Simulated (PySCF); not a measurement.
Unrelated species, one level of theory. Level of theory: PySCF, TDDFT CAM-B3LYP/def2-SVPD, vertical, gas phase, core orbitals frozen in the response. Geometries: GFN2-xTB; one conformer of each isolated species. Triplets are in the Tamm–Dancoff approximation. 'Strongest' means the level of largest summed f among the lowest 8 singlets; it needn't be the same kind of state in each.

Question: Rank by computed HOMO–LUMO gap, highest first.
A. `NC(N)=O`
B. `ClC1=CC2=C(C=C1)C2`
C. `CN(C)[Si@@H]([SiH3])P`
D. `OC/P=P\C[SiH3]`

Answer: A (10.15 eV), C (8.53 eV), B (8.36 eV), D (6.67 eV).

```json
{"SMILES": "NC(N)=O", "gap (eV)": "10.15", "LUMO (eV)": "1.02", "f (S1)": "0.001", "α (au)": "34.4", "HOMO (eV)": "-9.13", "strongest (eV)": "8.11", "S1 mainly": "H→L+1 (41%)"}
{"SMILES": "CN(C)[Si@@H]([SiH3])P", "gap (eV)": "8.53", "LUMO (eV)": "0.79", "f (S1)": "0.006", "α (au)": "117.7", "HOMO (eV)": "-7.73", "strongest (eV)": "6.38", "S1 mainly": "H→L (92%)"}
{"SMILES": "Clc1ccc2c(c1)C2", "gap (eV)": "8.36", "LUMO (eV)": "0.32", "f (S1)": "0.056", "α (au)": "90.3", "HOMO (eV)": "-8.05", "strongest (eV)": "6.91", "S1 mainly": "H→L (77%)"}
{"SMILES": "OC/P=P\\C[SiH3]", "gap (eV)": "6.67", "LUMO (eV)": "-1.51", "f (S1)": "0.001", "α (au)": "110.7", "HOMO (eV)": "-8.18", "strongest (eV)": "4.14", "S1 mainly": "H-2→L (78%)"}
```

H and L stand for HOMO and LUMO.

- `NC(N)=O`: Löwdin shares by element: HOMO oxygen 66%, nitrogen 21%, carbon 10%; LUMO hydrogen 38% or more, carbon 22%, nitrogen 12% or more (atoms not listed hold the other 28%).
- `CN(C)[Si@@H]([SiH3])P`: Löwdin shares by element: HOMO nitrogen 52%, carbon 16%, silicon 9% or more (atoms not listed hold the other 24%); LUMO silicon 42%, phosphorus 17%, carbon 7% or more (atoms not listed hold the other 34%).
- `Clc1ccc2c(c1)C2`: Löwdin shares by element: HOMO carbon 50% or more, chlorine 18% (atoms not listed hold the other 31%); LUMO carbon 62% or more (atoms not listed hold the other 38%).
- `OC/P=P\C[SiH3]`: Löwdin shares by element: HOMO phosphorus 76%, carbon 7% or more, oxygen 5%; LUMO phosphorus 76%, carbon 13%.
